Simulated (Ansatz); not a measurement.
## TiO2 under changes of volume

One of the cells (10.435 Å³/atom); the others are scaled copies at fixed shape and fractional positions:

```
Ti O
1.0
     4.59984    0.00000    0.00000
     0.00000    4.59984    0.00000
     0.00000    0.00000    2.95921
Ti O
2 4
Direct
  0.00000 0.00000 0.50000
  0.50000 0.50000 0.00000
  0.30432 0.30432 0.50000
  0.19568 0.80432 0.00000
  0.80432 0.19568 0.00000
  0.69568 0.69568 0.50000
```

The cell is a database's computed one.

* Program: Ansatz 0.2.0
* Functional: PBE
* Potentials or basis: Ansatz PAW earlier set
* Cutoff: 930 eV (not typed: the program's choice for these potentials)
* k mesh: 6 × 6 × 9
* Occupations: fermi-dirac, width 0.05 eV
* Spin: no spin polarisation

```tsv
volume (Å³/atom)	energy over the lowest point (meV/atom)	pressure (GPa)	gap on the mesh (eV)	largest force (eV/Å)
9.809	?	?	?	?
10.018	27.31	15.2	1.96	0.197
10.227	11.33	9.4	1.91	0.093
10.435	2.46	4.3	1.86	0.004
10.644	0.00	-0.4	1.81	0.095
10.853	3.32	-4.6	1.76	0.179
11.062	11.84	-8.4	1.72	0.257
```

Q: What does the run at 9.809 Å³/atom give?

A: Energy over the lowest point 51.18 meV/atom; pressure 21.6 GPa; gap on the mesh 2.01 eV; largest force 0.309 eV/Å.

Worked out: A Birch-Murnaghan fit of order 3 (a polynomial in V^(-2/3)) to the other rows has its minimum at 10.63 Å³/atom with B0 = V·E''(V) = 228 GPa and B' = 4.3 at fixed shape and positions, which overstates the stiffness. It gives 51.23 meV/atom at 9.809 Å³/atom, against the run's 51.18, and -dE/dV = 21.6 GPa, against 21.6. A straight line through the other rows of the gap, of slope -2.45 eV per unit of ln V (its deformation potential), extrapolates to 2.01 eV, against the run's 2.01.

Energies are extrapolated to zero smearing.

Caveats: odd divisions of the mesh miss points on the zone boundary, where band edges often lie, so the gap on the mesh can be too wide.

A mesh can miss the band edges.
